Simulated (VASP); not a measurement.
# WSe2 (P6_3/mmc) in VASP: further runs

One crystal, WSe2, is run at these levels: PBE+D3(BJ); tasks: relaxation of cell and atoms.

All numbers are computed with VASP 6.6.1; they aren't measurements. Logs are shortened: lines on timing, memory, paths and dates and some standing lists are left out, and cuts for length are marked.

## Step 1: The structure

It takes space group P6_3/mmc (No. 194, hexagonal). Conventional cell: a = 3.320 Å, b = 3.320 Å, c = 13.737 Å, α = 90.00°, β = 90.00°, γ = 120.00°. Around W (site symmetry -6m2) lie 6 Se at 2.54 Å. Se (site symmetry 3m) is surrounded by 3 W at 2.54 Å.

The cell is a database's computed one.

## Step 2: Relaxation of cell and atoms, PBE+D3(BJ)

The input, INCAR:

```
PREC = Accurate ; ENCUT = 600
EDIFF = 1E-6 ; ISMEAR = 0
SIGMA = 0.02 ; LREAL = F
LASPH = T ; NELM = 120
ALGO = Normal ; ISIF = 3
LWAVE = F ; LCHARG = F
GGA = PE ; IVDW = 12
IBRION = 2 ; NSW = 80
EDIFFG = -0.005 ; KPAR = 4
```

The input, KPOINTS:

```
Automatic mesh
0
Gamma
  10 10 3
```

The input, POSCAR:

```
WSe2
1.0
    3.3199329000      0.0000000000      0.0000000000
   -1.6599665000      2.8751462000      0.0000000000
    0.0000000000      0.0000000000     13.7371873000
W Se
2 4
Direct
    0.6666666700      0.3333333300      0.7500000000
    0.3333333300      0.6666666700      0.2500000000
    0.3333333300      0.6666666700      0.8710007900
    0.6666666700      0.3333333300      0.3710007900
    0.3333333300      0.6666666700      0.6289992100
    0.6666666700      0.3333333300      0.1289992100
```

Potentials or basis: VASP PAW PBE potentials, release 64 (W_sv, Se).

Launch:

```console
cat potpaw_PBE.64/W_sv/POTCAR potpaw_PBE.64/Se/POTCAR > POTCAR
mpirun -np 4 vasp_std > vasp.out
```

OUTCAR:

```text
PREC = Accurate
   ENCUT = 600
   EDIFF = 1E-6
   ISMEAR = 0
   LREAL = F
   LASPH = T
   NELM = 120
   ISIF = 3
   GGA = PE
   IVDW = 12
   IBRION = 2
   NSW = 80
   EDIFFG = -0.005
 IVDW          = 12

 ion  position               nearest neighbor table
   1  0.667  0.333  0.750-   3 2.54   5 2.54   3 2.54   5 2.54   3 2.54   5 2.54
   2  0.333  0.667  0.250-   4 2.54   6 2.54   4 2.54   6 2.54   4 2.54   6 2.54
   3  0.333  0.667  0.871-   1 2.54   1 2.54   1 2.54
   4  0.667  0.333  0.371-   2 2.54   2 2.54   2 2.54
   5  0.333  0.667  0.629-   1 2.54   1 2.54   1 2.54
   6  0.667  0.333  0.129-   2 2.54   2 2.54   2 2.54

  LATTYP: Found a hexagonal cell.
 ALAT       =     3.3199329000
 C/A-ratio  =     4.1377906463

  Lattice vectors:

 A1 = (   3.3199329000,   0.0000000000,   0.0000000000)
 A2 = (  -1.6599665000,   2.8751462000,   0.0000000000)
 A3 = (   0.0000000000,   0.0000000000,  13.7371873000)

Analysis of symmetry for initial positions (statically):
=====================================================================
 Subroutine PRICEL returns:
 Original cell was already a primitive cell.

 Routine SETGRP: Setting up the symmetry group for a
 hexagonal supercell.

 Subroutine GETGRP returns: Found 24 space group operations
 (whereof 12 operations were pure point group operations)
 out of a pool of 24 trial point group operations.

The static configuration has the point symmetry D_3d.
 The point group associated with its full space group is D_6h.

Analysis of symmetry for dynamics (positions and initial velocities):
=====================================================================
 Subroutine PRICEL returns:
 Original cell was already a primitive cell.

 Routine SETGRP: Setting up the symmetry group for a
 hexagonal supercell.

 Subroutine GETGRP returns: Found 24 space group operations
 (whereof 12 operations were pure point group operations)
 out of a pool of 24 trial point group operations.

The dynamic configuration has the point symmetry D_3d.
 The point group associated with its full space group is D_6h.

 Subroutine INISYM returns: Found 24 space group operations
 (whereof 12 operations are pure point group operations),
 and found     1 'primitive' translations

----------------------------------------------------------------------------------------

                                     Primitive cell

  volume of cell :     131.1255

  direct lattice vectors                    reciprocal lattice vectors
     3.319932900  0.000000000  0.000000000     0.301210907  0.173904205  0.000000000
    -1.659966500  2.875146200  0.000000000     0.000000000  0.347808400  0.000000000
     0.000000000  0.000000000 13.737187300     0.000000000  0.000000000  0.072795106

  length of vectors
     3.319932900  3.319932899 13.737187300     0.347808400  0.347808400  0.072795106

  position of ions in fractional coordinates (direct lattice)
     0.666666670  0.333333330  0.750000000
     0.333333330  0.666666670  0.250000000
     0.333333330  0.666666670  0.871000790
     0.666666670  0.333333330  0.371000790
     0.333333330  0.666666670  0.628999210
     0.666666670  0.333333330  0.128999210

  ion indices of the primitive-cell ions
   primitive index   ion index
                 1           1
                 2           2
                 3           3
                 4           4
                 5           5
                 6           6

----------------------------------------------------------------------------------------

 KPOINTS: Automatic mesh

Automatic generation of k-mesh.
 Grid dimensions read from file:
 generate k-points for:   10   10    3

 Generating k-lattice:

  Cartesian coordinates                     Fractional coordinates (reciprocal lattice)
     0.030121091  0.017390421  0.000000000     0.100000000  0.000000000  0.000000000
     0.000000000  0.034780840  0.000000000     0.000000000  0.100000000  0.000000000
     0.000000000  0.000000000  0.024265035     0.000000000  0.000000000  0.333333333

  Length of vectors
     0.034780840  0.034780840  0.024265035

  Shift w.r.t. Gamma in fractional coordinates (k-lattice)
     0.000000000  0.000000000  0.000000000

 Subroutine IBZKPT returns following result:
 ===========================================

 Found     28 irreducible k-points:

 Following reciprocal coordinates:
            Coordinates               Weight
  0.000000  0.000000  0.000000      1.000000
  0.100000  0.000000  0.000000      6.000000
  0.200000  0.000000  0.000000      6.000000
  0.300000  0.000000  0.000000      6.000000
  0.400000  0.000000  0.000000      6.000000
  0.500000  0.000000  0.000000      3.000000
[... 16 lines left out ...]
  0.300000  0.100000  0.333333     24.000000
  0.400000  0.100000  0.333333     24.000000
 [... further k-points ...]
   k-points           NKPTS =     28   k-points in BZ     NKDIM =     28   number of bands    NBANDS=     31
   number of dos      NEDOS =    301   number of ions     NIONS =      6
   total plane-waves  NPLWV =  87808
   dimension x,y,z NGX =    28 NGY =   28 NGZ =  112
   dimension x,y,z NGXF=    56 NGYF=   56 NGZF=  224
   ions per type =               2   4
   NGX,Y,Z   is equivalent  to a cutoff of  14.02, 14.02, 13.55 a.u.
   NGXF,Y,Z  is equivalent  to a cutoff of  28.04, 28.04, 27.11 a.u.
 SYSTEM =  unknown system
   PREC   = accura    normal or accurate (medium, high low for compatibility)
   ISTART =      0    job   : 0-new  1-cont  2-samecut
   ICHARG =      2    charge: 1-file 2-atom 10-const
   ISPIN  =      1    spin polarized calculation?
   LNONCOLLINEAR =      F non collinear calculations
   LSORBIT =      F    spin-orbit coupling
   LASPH  =      T    aspherical Exc in radial PAW
   ENCUT  =  600.0 eV  44.10 Ry    6.64 a.u.   6.63  6.63 27.44*2*pi/ulx,y,z
   NELM   =    120;   NELMIN=  2; NELMDL= -5     # of ELM steps
   EDIFF  = 0.1E-05   stopping-criterion for ELM
   LREAL  =      F    real-space projection
   EDIFFG = -.5E-02   stopping-criterion for IOM
   NSW    =     80    number of steps for IOM
   IBRION =      2    ionic relax: 0-MD 1-quasi-New 2-CG
   NFREE  =      1    steps in history (QN), initial steepest desc. (CG)
   ISIF   =      3    stress and relaxation
   ISYM   =      2    0-nonsym 1-usesym 2-fastsym
   POTIM  = 0.5000    time-step for ionic-motion
   TEBEG  =    0.0;   TEEND  =   0.0 temperature during run
   PSTRESS=    0.0 pullay stress
   NELECT =      52.0000    total number of electrons
   NUPDOWN=      -1.0000    fix difference up-down
   EMIN   =  10.00;   EMAX   =-10.00  energy-range for DOS
   EFERMI =   0.00;   METHOD = LEGACY
   ISMEAR =     0;   SIGMA  =   0.02  broadening in eV -4-tet -1-fermi 0-gaus
   EFERMI_NEDOS =   21; number of points for ismear=-14 and -15
   IALGO  =     38    algorithm
   IMIX   =      4    mixing-type and parameters
     AMIX     =   0.40;   BMIX     =  1.00
     AMIX_MAG =   1.60;   BMIX_MAG =  1.00
  volume/ion in A,a.u.               =      21.85       147.48
  Fermi-wavevector in a.u.,A,eV,Ry     =   1.202764  2.272894 19.682734  1.446640
  Thomas-Fermi vector in A             =   2.338536
   LORBIT       =      0    0 simple, 1 ext, 2 COOP (PROOUT), +10 PAW based schemes
   GGA     = PE    functional components
   LHFCALC =     F    Hartree Fock is set to
   AEXX    =    0.0000 exact exchange contribution
   IVDW    =    12    specifies the selected vdW correction
   LEPSILON=     F    determine dielectric tensor
   LRPA    =     F    only Hartree local field effects (RPA)
 conjugate gradient relaxation of ions
 non-spin polarized calculation
 Gauss-broadening in eV      SIGMA  =   0.02
  energy-cutoff  :      600.00
  volume of cell :      131.13
 maximum number of plane-waves:      4447
 NGX is ok and might be reduce to    28
   NGX = 13   NGY = 13   NGZ = 55

--------------------------------------- Ionic step        1  -------------------------------------------

 number of electron      52.0000004 magnetization

 Free energy of the ion-electron system (eV)
  ---------------------------------------------------
  ext. energy  EPLUGINS =         0.00000000
  ---------------------------------------------------
  free energy    TOTEN  =       -43.22443618 eV

  energy without entropy =      -43.22443618  energy(sigma->0) =      -43.22443618

------------------------ aborting loop because EDIFF is reached ----------------------------------------

 Edisp (eV)   -2.58094

 E8    (eV) :    -1.1516

  FORCE on cell =-STRESS in cart. coord.  units (eV):
  Direction    XX          YY          ZZ          XY          YZ          ZX
  --------------------------------------------------------------------------------------
  -------------------------------------------------------------------------------------
  Total      -1.60048    -1.60048    -0.04753     0.00000     0.00000    -0.00000
  in kB     -19.55566   -19.55566    -0.58072     0.00000     0.00000    -0.00000
  external pressure =      -13.23 kB  Pullay stress =        0.00 kB
[... 109 lines left out ...]
  FREE ENERGIE OF THE ION-ELECTRON SYSTEM (eV)
  ---------------------------------------------------
  free  energy   TOTEN  =       -45.8351654275 eV

  energy  without entropy=      -45.8351654275  energy(sigma->0) =      -45.83516543

[... ionic steps 4 to 15 ...]

--------------------------------------- Ionic step       16  -------------------------------------------

 number of electron      51.9999997 magnetization

------------------------ aborting loop because EDIFF is reached ----------------------------------------

 Edisp (eV)   -2.84868

 E8    (eV) :    -1.2706
[... 77 lines left out ...]
  energy  without entropy=      -45.9331669893  energy(sigma->0) =      -45.93316699

--------------------------------------- Ionic step       18  -------------------------------------------

 number of electron      51.9999997 magnetization

 Free energy of the ion-electron system (eV)
  ---------------------------------------------------
  ext. energy  EPLUGINS =         0.00000000
  ---------------------------------------------------
  free energy    TOTEN  =       -43.08402035 eV

  energy without entropy =      -43.08402035  energy(sigma->0) =      -43.08402035

 E-fermi :   6.7712     XC(G=0): -10.8928

 val. band max:        6.5055812197   @ k =   0.0000   0.0000   0.0000
 cond. band min:       7.4159109698   @ k =   0.2000   0.2000   0.0000
 fundamental gap:      0.9103297500
 Fermi energy:         6.7711833712

 k-point     1 :       0.0000    0.0000    0.0000
  band No.  band energies     occupation
      1     -67.8372      2.00000
      2     -67.8372      2.00000
      3     -32.0860      2.00000
      4     -32.0860      2.00000
      5     -31.9495      2.00000
      6     -31.9495      2.00000
[... 805 lines left out ...]
     30       9.0552      0.00000
     31       9.6814      0.00000

 [... further k-points ...]

------------------------ aborting loop because EDIFF is reached ----------------------------------------

 Edisp (eV)   -2.84915

 E8    (eV) :    -1.2708

  FORCE on cell =-STRESS in cart. coord.  units (eV):
  Direction    XX          YY          ZZ          XY          YZ          ZX
  --------------------------------------------------------------------------------------
  -------------------------------------------------------------------------------------
  Total       0.02741     0.02741    -0.01201    -0.00000    -0.00000     0.00000
  in kB       0.36835     0.36835    -0.16133    -0.00000    -0.00000     0.00000
  external pressure =        0.19 kB  Pullay stress =        0.00 kB
[... 21 lines left out ...]
  FREE ENERGIE OF THE ION-ELECTRON SYSTEM (eV)
  ---------------------------------------------------
  free  energy   TOTEN  =       -45.9331671673 eV

  energy  without entropy=      -45.9331671673  energy(sigma->0) =      -45.93316717

 reached required accuracy - stopping structural energy minimisation
```

Wall time 5.2 min (4 MPI ranks of Intel Xeon Platinum 8488C (Sapphire Rapids), shared host); peak memory 0.38 GiB.

Results:

| Item | Value |
| --- | --- |
| Free energy | -45.9332 eV |
| Relaxed volume | 19.87 Å³/atom |
| Relaxed cell | a = 3.280 Å, b = 3.280 Å, c = 12.793 Å, α = 90.00°, β = 90.00°, γ = 120.00° |
| Space group after relaxing (to 0.05 Å) | P6_3/mmc (No. 194) |
| Energy gained by relaxing | 21.3 meV/atom |
| Ionic steps | 18 |
| Pressure after relaxing | 0.0 GPa |
| Band gap on the k mesh | 0.91 eV, indirect (least direct gap 1.80 eV) |
| Dispersion energy per atom | -0.475 eV |

Step by step:
| step | energy change (eV) | largest force (eV/Å) | pressure (GPa) | volume (Å³) |
| --- | --- | --- | --- | --- |
| 1 | 0.0000 | 0.2966 | -1.32 | 131.13 |
| 2 | -0.0298 | 0.3390 | 0.71 | 127.72 |
| 3 | -0.0298 | 0.3391 | 0.72 | 127.68 |
| 4 | -0.0373 | 0.1168 | -1.33 | 127.68 |
| 5 | -0.0401 | 0.0371 | -0.63 | 127.68 |
| 6 | -0.0600 | 0.0388 | -0.59 | 126.38 |
| 7 | -0.1090 | 0.0515 | -0.20 | 122.50 |
| 8 | -0.0839 | 0.0400 | 1.97 | 114.70 |
| 9 | -0.1239 | 0.1371 | 0.62 | 119.99 |
| 10 | -0.1254 | 0.1309 | 0.92 | 118.61 |
| 11 | -0.1000 | 0.4403 | -2.46 | 119.08 |
| 12 | -0.1272 | 0.0135 | 0.22 | 118.71 |
| 13 | -0.1272 | 0.0107 | 0.20 | 118.71 |
| 14 | -0.1277 | 0.0079 | 0.02 | 119.11 |
| 15 | -0.1278 | 0.0120 | -0.03 | 119.21 |
| 16 | -0.1278 | 0.0091 | 0.06 | 119.25 |
| 17 | -0.1278 | 0.0012 | 0.04 | 119.24 |
| 18 | -0.1278 | 0.0012 | 0.02 | 119.23 |

Final structure:
```
W Se
1.0
     3.28048    0.00000    0.00000
    -1.64024    2.84098    0.00000
     0.00000    0.00000   12.79343
W Se
2 4
Direct
  0.66667 0.33333 0.75000
  0.33333 0.66667 0.25000
  0.33333 0.66667 0.88182
  0.66667 0.33333 0.38182
  0.33333 0.66667 0.61818
  0.66667 0.33333 0.11818
```

Levels at points of the mesh, in eV from the valence-band top:
| k point | band 23 | band 24 | band 25 | band 26 | band 27 | band 28 | band 29 | band 30 |
| --- | --- | --- | --- | --- | --- | --- | --- | --- |
| (0.00, 0.00, 0.00) | -1.45 | -1.20 | -0.96 | 0.00 | 2.63 | 2.63 | 2.68 | 2.69 |
| (0.50, 0.00, 0.00) | -1.48 | -1.37 | -1.30 | -1.05 | 2.15 | 2.20 | 2.27 | 2.69 |

Caveat: spin-orbit coupling is left out, which moves the levels of the heavy elements; an odd mesh through Γ misses points on the zone boundary, where band edges often lie.

## Step 3: Relaxation of cell and atoms, PBE+D3(BJ)

This run uses another cell than the first one, of 19.87 Å³/atom, 0.909 times its volume.

INCAR is that of step 2.

KPOINTS is that of step 2.

The input, POSCAR:

```
WSe2                                    
1.0
    3.2804836435      0.0000000007     -0.0000000000
   -1.6402418705      2.8409821424     -0.0000000000
    0.0000000000      0.0000000000     12.7934348696
  W               Se            
     2     4
Direct
     0.6666666699999979    0.3333333300000021    0.7500000000000000
     0.3333333300000021    0.6666666699999979    0.2500000000000000
     0.3333333300000021    0.6666666699999979    0.8818231090403088
     0.6666666699999979    0.3333333300000021    0.3818231090403089
     0.3333333300000021    0.6666666699999979    0.6181768909596912
     0.6666666699999979    0.3333333300000021    0.1181768909596911
```

Potentials or basis: VASP PAW PBE potentials, release 64 (W_sv, Se).

Launch:

```console
cat potpaw_PBE.64/W_sv/POTCAR potpaw_PBE.64/Se/POTCAR > POTCAR
mpirun -np 4 vasp_std > vasp.out
```

Wall time 33 s (4 MPI ranks of Intel Xeon Platinum 8488C (Sapphire Rapids), shared host); peak memory 0.34 GiB.

It converged, with:

- Free energy: -45.9322 eV
- Pressure after relaxing: 0.0 GPa
- Band gap on the k mesh: 0.91 eV, indirect (least direct gap 1.80 eV)
- Dispersion energy per atom: -0.475 eV

Final structure:
```yaml
crystal:
  lattice:
    - [3.28048, 0.00000, 0.00000]
    - [-1.64024, 2.84098, 0.00000]
    - [0.00000, 0.00000, 12.79343]
  atoms:
    - { symbol: W, position: [0.66667, 0.33333, 0.75000] }
    - { symbol: W, position: [0.33333, 0.66667, 0.25000] }
    - { symbol: Se, position: [0.33333, 0.66667, 0.88182] }
    - { symbol: Se, position: [0.66667, 0.33333, 0.38182] }
    - { symbol: Se, position: [0.33333, 0.66667, 0.61818] }
    - { symbol: Se, position: [0.66667, 0.33333, 0.11818] }
```

Levels at points of the mesh, in eV from the valence-band top:
```csv
k point,band 22,band 23,band 24,band 25,band 26,band 27,band 28,band 29,band 30,band 31
"(0.00, 0.00, 0.00)",-1.45,-1.45,-1.20,-0.96,0.00,2.63,2.64,2.68,2.68,2.69
"(0.50, 0.00, 0.00)",-2.44,-1.48,-1.37,-1.30,-1.05,2.15,2.20,2.27,2.69,2.91
```

Caveat: the relaxation stopped at its first step, so nothing moved; spin-orbit coupling is left out, which moves the levels of the heavy elements; an odd mesh through Γ misses points on the zone boundary, where band edges often lie.
